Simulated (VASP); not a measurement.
# Sb (R-3m) in VASP: further runs, part 2 of 2

VASP 6.6.1.

### Step 4. Relaxation of cell and atoms, r2SCAN, target pressure 1 GPa, at which the enthalpy is minimised

This run uses another cell than the first one, of 30.61 Å³/atom, 1.108 times its volume.

File INCAR:

```
SYSTEM = Sb
PREC     = Accurate       ! precision mode
ENCUT    = 600            ! plane-wave cutoff, eV
EDIFF    = 1E-7           ! SCF threshold, eV
ISMEAR   = 1              ! smearing method
SIGMA    = 0.1            ! smearing width, eV
LREAL    = .False.        ! projectors in reciprocal space
LASPH    = .True.         ! aspherical terms in the spheres
NELM     = 80             ! most SCF steps
ALGO     = Normal         ! electronic algorithm
ISIF     = 3              ! what is computed and relaxed
LWAVE    = .False.        ! write WAVECAR
LCHARG   = .False.        ! write CHGCAR
METAGGA  = R2SCAN         ! meta-GGA
LMIXTAU  = .True.       
IBRION   = 2              ! ionic algorithm
NSW      = 90             ! ionic steps
EDIFFG   = -0.005         ! ionic threshold
PSTRESS  = 10.0         
KPAR     = 2
```

File KPOINTS:

```
Automatic mesh
0
Gamma
  10 10 10
  0 0 0
```

File POSCAR:

```
Sb                                      
1.0
    2.1646484278      1.2497603525      3.7713669789
   -2.1646484278      1.2497603525      3.7713669789
   -0.0000000000     -2.4995207050      3.7713669789
  Sb            
     2
Direct
     0.2335122789240103    0.2335122789240103    0.2335122789240103
     0.7664877210759896    0.7664877210759896    0.7664877210759896
```

Potentials or basis: VASP PAW PBE potentials, release 64 (Sb).

Run with:

```sh
$ cat potpaw_PBE.64/Sb/POTCAR > POTCAR
$ mpirun -np 2 vasp_std > vasp.out
```

OUTCAR:

```text
SYSTEM = Sb
   PREC = Accurate
   ENCUT = 600
   EDIFF = 1E-7
   ISMEAR = 1
   LREAL = .False.
   LASPH = .True.
   NELM = 80
   ISIF = 3
   METAGGA = R2SCAN
   IBRION = 2
   NSW = 90
   EDIFFG = -0.005
   PSTRESS = 10.0

 ion  position               nearest neighbor table
   1  0.234  0.234  0.234-   2 2.92   2 2.92   2 2.92   2 3.37   2 3.37   2 3.37
   2  0.766  0.766  0.766-   1 2.92   1 2.92   1 2.92   1 3.37   1 3.37   1 3.37

  LATTYP: Found a trigonal (rhomboedric) cell.
 ALAT       =     4.5244682167
 COS(alpha) =     0.5422064676

  Lattice vectors:

 A1 = (   2.1646484278,   1.2497603525,   3.7713669789)
 A2 = (  -2.1646484278,   1.2497603525,   3.7713669789)
 A3 = (   0.0000000000,  -2.4995207050,   3.7713669789)

Analysis of symmetry for initial positions (statically):
=====================================================================
 Subroutine PRICEL returns:
 Original cell was already a primitive cell.

 Routine SETGRP: Setting up the symmetry group for a
 trigonal (rhombohedral) supercell.

 Subroutine GETGRP returns: Found 12 space group operations
 (whereof 12 operations were pure point group operations)
 out of a pool of 12 trial point group operations.

The static configuration has the point symmetry D_3d.

Analysis of symmetry for dynamics (positions and initial velocities):
=====================================================================
 Subroutine PRICEL returns:
 Original cell was already a primitive cell.

 Routine SETGRP: Setting up the symmetry group for a
 trigonal (rhombohedral) supercell.

 Subroutine GETGRP returns: Found 12 space group operations
 (whereof 12 operations were pure point group operations)
 out of a pool of 12 trial point group operations.

The dynamic configuration has the point symmetry D_3d.

 Subroutine INISYM returns: Found 12 space group operations
 (whereof 12 operations are pure point group operations),
 and found     1 'primitive' translations

[... 129 lines left out ...]
  volume of cell :       61.22
 maximum number of plane-waves:      2068
   NGX = 19   NGY = 19   NGZ = 19

--------------------------------------- Ionic step        1  -------------------------------------------

 number of electron      10.0000000 magnetization

 Free energy of the ion-electron system (eV)
  ---------------------------------------------------
  ext. energy  EPLUGINS =         0.00000000
  ---------------------------------------------------
  free energy    TOTEN  =       -51.39047825 eV

  energy without entropy =      -51.39051001  energy(sigma->0) =      -51.39048884

------------------------ aborting loop because EDIFF is reached ----------------------------------------

  FORCE on cell =-STRESS in cart. coord.  units (eV):
  Direction    XX          YY          ZZ          XY          YZ          ZX
  --------------------------------------------------------------------------------------
  -------------------------------------------------------------------------------------
  Total        0.3699501      0.3699501      0.3842995      0.0000000      0.0000000      0.0000000
  in kB        9.6825468      9.6825468     10.0581074      0.0000000      0.0000000      0.0000000
  external PRESSURE =      -0.1922663 kB  Pullay stress =      10.0000000 kB
[... 139 lines left out ...]
--------------------------------------- Ionic step        5  -------------------------------------------

 number of electron      10.0000000 magnetization

 Free energy of the ion-electron system (eV)
  ---------------------------------------------------
  ext. energy  EPLUGINS =         0.00000000
  ---------------------------------------------------
  free energy    TOTEN  =       -51.39038037 eV

  energy without entropy =      -51.39041877  energy(sigma->0) =      -51.39039317

 E-fermi :   7.1204     XC(G=0):  -9.9372

 val. band max:        7.1098794738   @ k =   0.4000   0.3000   0.3000
 cond. band min:       7.1809598654   @ k =   0.5000   0.5000   0.5000
 fundamental gap:      0.0710803916
 Fermi energy:         7.1203782671

 k-point     1 :       0.0000    0.0000    0.0000
  band No.  band energies     occupation
      1      -6.1579      2.00000
      2       2.2196      2.00000
      3       4.8461      2.00000
      4       5.0903      2.00000
      5       5.0903      2.00000
      6       9.2208      0.00000
      7       9.8564      0.00000
      8       9.8564      0.00000
      9      12.5064      0.00000
[... 265 lines left out ...]
 k-point    24 :       0.4000    0.3000   -0.0000
  band No.  band energies     occupation
      1      -4.4427      2.00000
      2      -0.8447      2.00000
      3       2.5483      2.00000
      4       3.5308      2.00000
      5       3.8710      2.00000
      6       9.3847      0.00000
      7      11.1821      0.00000
      8      11.5405      0.00000
      9      11.8672      0.00000

 [... further k-points ...]

------------------------ aborting loop because EDIFF is reached ----------------------------------------

  FORCE on cell =-STRESS in cart. coord.  units (eV):
  Direction    XX          YY          ZZ          XY          YZ          ZX
  --------------------------------------------------------------------------------------
  -------------------------------------------------------------------------------------
  Total        0.3824425      0.3824425      0.3864019     -0.0000000      0.0000000      0.0000000
  in kB       10.0122338     10.0122338     10.1158909     -0.0000000      0.0000000      0.0000000
  external PRESSURE =       0.0467862 kB  Pullay stress =      10.0000000 kB
[... 21 lines left out ...]
  energy  without entropy=      -51.3904187653  energy(sigma->0) =      -51.39039317

  enthalpy is  TOTEN    =       -51.0084051602 eV   P V=        0.3819752052

 reached required accuracy - stopping structural energy minimisation
```

It took 2.9 min on 2 MPI ranks of Intel Xeon Platinum 8488C (Sapphire Rapids), shared host; peak memory 0.26 GiB.

Results:

```yaml
Free_energy: -51.3904 eV
Relaxed_volume: 30.60 Å³/atom
Relaxed_cell: a = 4.525 Å, b = 4.525 Å, c = 4.525 Å, α = 57.14°, β = 57.14°, γ = 57.14°
Space_group_after_relaxing_to_0.05_Å: R-3m (No. 166)
Energy_change_on_relaxing_the_enthalpy_is_what_falls: +0.0 meV/atom
Ionic_steps: 5
Pressure_after_relaxing: 1.0 GPa
Band_gap_on_the_k_mesh: none (metal or under the smearing width)
```

Final structure:
```yaml
crystal:
  lattice:
    - [2.16404, 1.24941, 3.77245]
    - [-2.16404, 1.24941, 3.77245]
    - [0.00000, -2.49882, 3.77245]
  atoms:
    - { symbol: Sb, position: [0.23350, 0.23350, 0.23350] }
    - { symbol: Sb, position: [0.76650, 0.76650, 0.76650] }
```

Levels at points of the mesh, in eV from the Fermi level:
```csv
k point,band 1,band 2,band 3,band 4,band 5,band 6,band 7,band 8,band 9
"(0.00, 0.00, 0.00)",-13.28,-4.90,-2.27,-2.03,-2.03,2.10,2.74,2.74,5.39
"(0.50, 0.00, 0.00)",-10.83,-10.05,-2.16,-2.02,-0.39,-0.11,0.30,0.48,8.08
"(0.50, 0.50, 0.00)",-10.82,-8.34,-5.67,-3.99,-3.92,1.72,5.08,5.76,7.19
"(0.50, 0.50, 0.50)",-11.69,-9.35,-1.50,-1.50,-0.40,0.06,0.06,1.22,7.46
```

Caveat: the cell is relaxed towards a set pressure, so the enthalpy falls and the energy may rise; the PAW data sets were made with another functional, which shifts forces and pressure a little. Spin-orbit coupling is left out, which matters for the levels of Sb.

### Step 5. Relaxation of cell and atoms, PBE+D3(BJ), target pressure 1 GPa, at which the enthalpy is minimised

This run uses another cell than the first one, of 30.21 Å³/atom, 1.094 times its volume.

File INCAR:

```
SYSTEM = Sb
  ALGO = Normal
  EDIFF = 1E-6
  EDIFFG = -0.01
  ENCUT = 600
  GGA = PE
  IBRION = 2
  ISIF = 3
  ISMEAR = 1
  IVDW = 12
  KPAR = 2
  LASPH = .True.
  LCHARG = .False.
  LREAL = .False.
  LWAVE = .False.
  NELM = 80
  NSW = 90
  PREC = Accurate
  PSTRESS = 10.0
  SIGMA = 0.1
```

File KPOINTS:

```
k-points
0
Gamma
  10 10 10
  0 0 0
```

File POSCAR:

```
Sb
1.0
    2.1542000000      1.2437279499      3.7580000000
   -2.1542000000      1.2437279499      3.7580000000
    0.0000000000     -2.4874558998      3.7580000000
Sb
2
Direct
    0.2334900000      0.2334900000      0.2334900000
    0.7665100000      0.7665100000      0.7665100000
```

Run with:

```sh
$ cat potpaw_PBE.64/Sb/POTCAR > POTCAR
$ mpirun -np 2 vasp_std > vasp.out
```

Run time: 1.9 min. Hardware: 2 MPI ranks of Intel Xeon 6975P-C (Granite Rapids), shared host; peak memory 0.25 GiB.

It converged, with:

| Property | Result |
| --- | --- |
| Free energy | -9.2030 eV |
| Relaxed volume | 29.17 Å³/atom |
| Relaxed cell | a = 4.405 Å, b = 4.405 Å, c = 4.405 Å, α = 58.48°, β = 58.48°, γ = 58.48° |
| Space group after relaxing (to 0.05 Å) | R-3m (No. 166) |
| Energy change on relaxing (the enthalpy is what falls) | -2.5 meV/atom |
| Ionic steps | 10 |
| Pressure after relaxing | 1.0 GPa |
| Largest force after relaxing | 0.006 eV/Å |
| Band gap on the k mesh | none (metal or under the smearing width) |
| Dispersion energy per atom | -0.490 eV |

Forces on the atoms (eV/Å):
```
Sb   0.000  0.000  0.006
Sb   0.000  0.000 -0.006
```

The path:
```
step  energy change (eV)  largest force (eV/Å)  pressure (GPa)  volume (Å³)
   1              0.0000                0.2263            0.19        60.41
   2             -0.0004                0.2318            1.20        59.09
   3              0.0026                0.2350            1.76        58.43
   4             -0.0026                0.1157            1.42        58.39
   5             -0.0045                0.0418            0.98        58.33
   6             -0.0046                0.0243            1.03        58.34
   7             -0.0050                0.0156            1.00        58.37
   8             -0.0054                0.0020            0.95        58.42
   9             -0.0054                0.0017            0.95        58.42
  10             -0.0050                0.0057            1.03        58.35
```

Final structure:
```yaml
crystal:
  lattice:
    - [2.15188, 1.24239, 3.63750]
    - [-2.15188, 1.24239, 3.63750]
    - [0.00000, -2.48478, 3.63750]
  atoms:
    - { symbol: Sb, position: [0.23737, 0.23737, 0.23737] }
    - { symbol: Sb, position: [0.76263, 0.76263, 0.76263] }
```

Levels at points of the mesh, in eV from the Fermi level:
| k point | band 1 | band 2 | band 3 | band 4 | band 5 | band 6 | band 7 | band 8 | band 9 |
| --- | --- | --- | --- | --- | --- | --- | --- | --- | --- |
| (0.00, 0.00, 0.00) | -12.80 | -4.49 | -1.92 | -1.79 | -1.79 | 2.55 | 2.98 | 2.98 | 4.95 |
| (0.50, 0.00, 0.00) | -10.31 | -9.75 | -1.63 | -1.45 | -0.28 | -0.05 | 0.24 | 0.32 | 8.09 |
| (0.50, 0.50, 0.00) | -10.31 | -7.78 | -5.66 | -3.79 | -3.75 | 1.68 | 5.27 | 5.60 | 7.42 |
| (0.50, 0.50, 0.50) | -10.92 | -9.23 | -1.18 | -1.18 | -0.31 | -0.07 | -0.07 | 0.97 | 7.58 |

Caveat: the cell is relaxed towards a set pressure, so the enthalpy falls and the energy may rise; pairwise dispersion overbinds metals, which lowers pressure and volume.

### Step 6. Relaxation of cell and atoms, PBE+D3(BJ), target pressure 1 GPa, at which the enthalpy is minimised

This run uses another cell than the first one, of 29.17 Å³/atom, 1.057 times its volume.

Edit INCAR of step 5 so:

```diff
@@ -2,4 +2,4 @@
   ALGO = Normal
-  EDIFF = 1E-6
-  EDIFFG = -0.01
+  EDIFF = 1E-7
+  EDIFFG = -0.005
   ENCUT = 600
```

KPOINTS is that of step 5.

File POSCAR:

```
Sb                                      
1.0
    2.1518790904      1.2423879721      3.6375008625
   -2.1518790904      1.2423879721      3.6375008625
    0.0000000000     -2.4847759442      3.6375008625
  Sb            
     2
Direct
     0.2373715984525607    0.2373715984525607    0.2373715984525607
     0.7626284015474392    0.7626284015474392    0.7626284015474392
```

Potentials or basis: VASP PAW PBE potentials, release 64 (Sb).

Run with:

```sh
$ cat potpaw_PBE.64/Sb/POTCAR > POTCAR
$ mpirun -np 2 vasp_std > vasp.out
```

Wall time 42 s (2 MPI ranks of Intel Xeon 6975P-C (Granite Rapids), shared host); peak memory 0.25 GiB.

Results (log left out):

- Free energy: -9.2031 eV
- Relaxed volume: 29.18 Å³/atom
- Relaxed cell: a = 4.406 Å, b = 4.406 Å, c = 4.406 Å, α = 58.48°, β = 58.48°, γ = 58.48°
- Space group after relaxing (to 0.05 Å): R-3m (No. 166)
- Energy change on relaxing (the enthalpy is what falls): -0.1 meV/atom
- Ionic steps: 3
- Pressure after relaxing: 1.0 GPa
- Largest force after relaxing: 0.003 eV/Å
- Band gap on the k mesh: none (metal or under the smearing width)
- Dispersion energy per atom: -0.490 eV

Forces on the atoms (eV/Å):
```
Sb   0.000  0.000  0.003
Sb   0.000  0.000 -0.003
```

The path:
```
step  energy change (eV)  largest force (eV/Å)  pressure (GPa)  volume (Å³)
   1              0.0000                0.0057            1.03        58.35
   2             -0.0003                0.0002            0.97        58.40
   3             -0.0001                0.0030            1.00        58.37
```

Final structure:
```xyz
2
Lattice="2.1522 1.2426 3.6379 -2.1522 1.2426 3.6379 0.0000 -2.4851 3.6379" Properties=species:S:1:pos:R:3 pbc="T T T"
Sb    0.0000    0.0000    2.5907
Sb    0.0000    0.0000    8.3229
```

Levels at points of the mesh, in eV from the Fermi level:
| k point | band 2 | band 3 | band 4 | band 5 | band 6 | band 7 | band 8 | band 9 |
| --- | --- | --- | --- | --- | --- | --- | --- | --- |
| (0.00, 0.00, 0.00) | -4.50 | -1.92 | -1.79 | -1.79 | 2.55 | 2.98 | 2.98 | 4.95 |
| (0.50, 0.00, 0.00) | -9.75 | -1.63 | -1.45 | -0.28 | -0.05 | 0.24 | 0.31 | 8.09 |
| (0.50, 0.50, 0.00) | -7.78 | -5.65 | -3.79 | -3.75 | 1.68 | 5.27 | 5.60 | 7.41 |
| (0.50, 0.50, 0.50) | -9.23 | -1.18 | -1.18 | -0.31 | -0.07 | -0.07 | 0.97 | 7.58 |

Caveat: the cell is relaxed towards a set pressure, so the enthalpy falls and the energy may rise; pairwise dispersion overbinds metals, which lowers pressure and volume.

### Step 7. Overview

```csv
level,cell,target pressure,gap on the mesh (eV),pressure (GPa)
r2SCAN,relaxed to 6.4 GPa,6.4 GPa,none,6.4
r2SCAN,relaxed to 1 GPa,1 GPa,none,1.0
PBE+D3(BJ),relaxed to 1 GPa,1 GPa,none,1.0
```

Alike in all rows: task relaxation of cell and atoms; potentials or basis VASP PAW PBE potentials, release 64 (Sb); no spin polarisation; k mesh 10 × 10 × 10; cutoff (eV) 600; smearing methfessel-paxton 0.1 eV.

Caveats: the cell is relaxed towards a set pressure, so the enthalpy falls and the energy may rise; the PAW data sets were made with another functional, which shifts forces and pressure a little (some runs); pairwise dispersion overbinds metals, which lowers pressure and volume (some runs).

Absolute energies hang on the potentials; compare differences alone.
